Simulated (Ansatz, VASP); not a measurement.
# One calculation of WS2, two programs

File INCAR:

```
  PREC = Accurate
  ENCUT = 520
  EDIFF = 1E-6
  ISMEAR = -1
  SIGMA = 0.05
  LREAL = F
  LASPH = T
  NELM = 80
  ALGO = Normal
  ISIF = 2
  LWAVE = F
  LCHARG = F
  GGA = PE
  NBANDS = 20
```

KPOINTS

```
Automatic mesh
0
Gamma
  10 10 3
```

The input POSCAR:

```
WS2
1.0
    2.5917300000      0.0000000000      0.0000000000
    0.0000000000      2.5917300000      0.0000000000
    0.0000000000      0.0000000000      9.2341700000
W S
1 2
Direct
    0.5000000000      0.5000000000      0.5000000000
    0.5000000000      0.5000000000      0.7656600000
    0.5000000000      0.5000000000      0.2343400000
```

Contents of input.yaml:

```yaml
crystal:
  lattice:
    - [2.59173, 0.0, 0.0]
    - [0.0, 2.59173, 0.0]
    - [0.0, 0.0, 9.23417]
  atoms:
    - { symbol: W, position: [0.5, 0.5, 0.5] }
    - { symbol: S, position: [0.5, 0.5, 0.76566] }
    - { symbol: S, position: [0.5, 0.5, 0.23434] }
kpoints:
  mp_grid: { grid: [10, 10, 3] }
scf:
  occupations: { method: fermi_dirac, width: 0.05 }
hamiltonian:
  xc: pbe
  pseudopotentials: { kind: all_electron, lapw: { basis_error: 0.001 } }
output:
  forces: true
  stress: true
  eigenvalues: true
```

Alike in both runs: task single point; functional PBE; k mesh 10 × 10 × 3; occupations fermi-dirac, width 0.05 eV; no spin polarisation.

|  | VASP | Ansatz |
| --- | --- | --- |
| version | VASP 6.6.1 | Ansatz 0.2.0 |
| potentials or method | VASP PAW PBE potentials, release 64 (W_sv, S) | all-electron LAPW, scalar-relativistic |
| plane-wave cutoff (eV) | 520 | see its input |

|  | VASP | Ansatz | Ansatz less VASP |
| --- | --- | --- | --- |
| gap on the k mesh at the Fermi level (eV) | none | none | - |
| pressure (GPa) | 0.8 | 0.7 | -0.09 |
| largest component of the traceless stress (GPa) | 0.31 | 0.19 | -0.123 |
| rms of the force components (eV/Å) | 0.021 | 0.021 | -0.0008 |

Atom by atom the forces differ by 0.001 eV/Å (rms over components). A gap of «none» marks a metal or a gap that the smearing closes. Ansatz ran all-electron here, so the differences hold the error of VASP's frozen core and of both bases.

Caveats: this functional lacks dispersion, which binds the layers, so the pressure and a relaxed spacing across them are unreliable. Spin-orbit coupling is left out, which matters for the levels of W.
